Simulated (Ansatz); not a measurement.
The geometry is COD entry 5000222, unchecked; take it as a test cell. The listed cell was then made from it by scaling, straining or moving an atom.

An input for CaF$_{2}$: DFT, LDA, PAW with Ansatz's default frozen-core files, scalar-relativistic (Ansatz 0.2.0). The PAW files were made with PBE; their cores are remade for this functional.

Command: `ansatz run input.yaml --threads 1 --pin off --max-ram 4096MiB --backend cpu --events-out ev --progress --plain --runs-dir out` The run took 2.7 s on 1 thread of Arm Neoverse V1 (shared host), peak memory 0.31 GiB.

```yaml
crystal:
  lattice:
    - [0.0, 2.6943366912, 2.6943366912]
    - [2.6943366912, 0.0, 2.6943366912]
    - [2.6943366912, 2.6943366912, 0.0]
  atoms:
    - { symbol: Ca, position: [0.0, 0.0, 0.0] }
    - { symbol: F, position: [0.25, 0.25, 0.25] }
    - { symbol: F, position: [0.75, 0.75, 0.75] }
kpoints:
  mp_grid: { grid: [10, 10, 10] }
scf:
  occupations: { method: fermi_dirac, width: 0.03 }
hamiltonian:
  xc: lda
  pseudopotentials: { kind: paw }
output:
  forces: true
  stress: true
  eigenvalues: true
  efg: { contact_densities: true }
```

The results part of the log:

```
SCF 1 converged in 6 iterations: F = -3366.641778 eV  dr2 = 3.89e-9
  greatest PAW one-centre occupation: 0.996 electrons in one spin orbital (limit 2), on the Ca atom at site 0 (counted from 0), in its partial waves of l = 0
SCF converged after 6 iterations
Free energy (F): -3366.641778 eV
Harris-Foulkes:  -3366.641778 eV  (|F-HF|=3.34e-9)
Internal energy: -3366.641778 eV  (E = F + TS)
E sigma→0 (E₀):  -3366.641778 eV
Fermi energy:    6.912002 eV
--- Per-component energies (eV) ---
  E_band       = -182.979403
  E_kinetic    = 690.413886
  E_local      = -1754.295366  (includes V_loc(G=0)·N_el)
  E_nonlocal   = 218.242739
  E_hartree    = 618.611757
  E_xc         = -293.074225
  E_vxc        = -374.396996  (∫ρ·V_xc dr)
  E_paw        = -1191.437488  (= ΣΔE_a)
  E_vpaw       = -200.169149  (= ΣTr[D̂ρ^β])
  E_aug_tail   = 0.004047  (compensation charges beyond the density's cutoff)
  E_ewald      = -1655.616796
  E_core_change = 0.509669  (= ΣΔE_core)
  E_smearing   = -0.000000  (= −TS)
  E_closure    = 0.000000  (closes the sum)
  Σ components = -3366.641778   (vs F -3366.641778, Δ=0.00e0)
--- Forces (eV/Å), atoms counted from 1 ---
  atom   1  Ca    -0.00000000     0.00000000    -0.00000000
  atom   2  F     -0.00000000    -0.00000000     0.00000000
  atom   3  F      0.00000000    -0.00000000     0.00000000
  max |Σ_I F_I| component: 6.94e-18 eV/Å
--- Stress (GPa, compression-positive) ---
       -3.285294       0.000000       0.000000
       -0.000000      -3.285294       0.000000
       -0.000000      -0.000000      -3.285294
  P = ⅓ Tr σ = -3.2853 GPa (-32.853 kbar)
--- PAW observables at the nuclei: V_zz in 10²¹ V/m², potentials from the cell's mean, atoms counted from 1 ---
  atom   1  Ca V_zz =    +0.000000   η = 0.0000   by run symmetry: forbidden
            electrostatic potential = -2214.570407 V   contact ρ = 40966.958620 e/Å³
  atom   2  F  V_zz =    +0.000000   η = 0.0000   by run symmetry: forbidden
            electrostatic potential = -737.515325 V   contact ρ = 3084.141096 e/Å³
  atom   3  F  V_zz =    +0.000000   η = 0.0000   by run symmetry: forbidden
            electrostatic potential = -737.515325 V   contact ρ = 3084.141096 e/Å³
--- Band table (eV; the first three rows and the last of 47) ---
  k-point 0: bands = ["-32.0374", "-16.3540", "-15.4733", "-13.2241", "-13.2241", "-13.2241", "0.9992", "0.9992", "0.9992", "3.0250", "3.0250", "3.0250", "10.4576", "12.4882", "12.4882", "14.8101"]
  k-point 1: bands = ["-32.0330", "-16.3879", "-15.5027", "-13.2293", "-13.2293", "-13.1711", "1.0490", "1.0490", "1.0928", "2.8944", "2.9746", "2.9746", "10.7286", "12.5126", "12.5126", "14.7002"]
  k-point 2: bands = ["-32.0217", "-16.4594", "-15.5996", "-13.2428", "-13.2428", "-13.0272", "1.1854", "1.1854", "1.3363", "2.5857", "2.8391", "2.8391", "11.4006", "12.5757", "12.5757", "14.4727"]
  k-point 46: bands = ["-31.9767", "-16.4990", "-16.2203", "-13.3620", "-12.9672", "-12.6893", "0.7428", "1.1366", "1.9830", "2.3951", "2.9735", "3.2060", "11.5877", "13.1875", "13.2321", "13.5948"]
```
